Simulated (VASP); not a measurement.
Ge:

```
CELL_PARAMETERS angstrom
2.95889 0.00000 0.00000
0.00000 2.95889 0.00000
0.00000 0.00000 3.03167
ATOMIC_POSITIONS crystal
Ge 0.00000 0.00000 0.00000
```

The cell was built by a generator and needn't be a form met in nature.

```yaml
Program: VASP 6.6.1
Task: relaxation of cell and atoms
Functional: PBE
Potentials_or_basis: VASP PAW PBE potentials, release 64 (Ge_d)
Cutoff: 600 eV
k_mesh: 6 × 6 × 6
Occupations: gaussian, width 0.1 eV
Spin: no spin polarisation
```

At the start: pressure -10.3 GPa; volume 26.54 Å³/atom.

Problem. How do energy, volume and symmetry change on relaxing?

Solution. Over 6 steps the energy falls by 285.8 meV/atom and the volume is 19.81 Å³/atom (-25.4 %); space group Pm-3m (No. 221, to 0.05 Å).

Step by step:
```csv
step,energy change (eV),largest force (eV/Å),pressure (GPa),volume (Å³)
1,0.0000,0.0000,-10.30,26.54
2,-0.2808,0.0000,-2.01,20.51
3,-0.2852,0.0000,-0.33,19.94
4,-0.2853,0.0000,0.17,19.82
5,-0.2857,0.0000,0.22,19.81
6,-0.2858,0.0000,0.21,19.81
```

Final structure:
```
Ge
1.0
     2.69697    0.00000    0.00000
     0.00000    2.69697    0.00000
     0.00000    0.00000    2.72326
Ge
1
Cartesian
  0.0000 0.0000 0.0000
```

Caveat: the volume moved by over 15 % at a fixed basis, so the end points are rough.
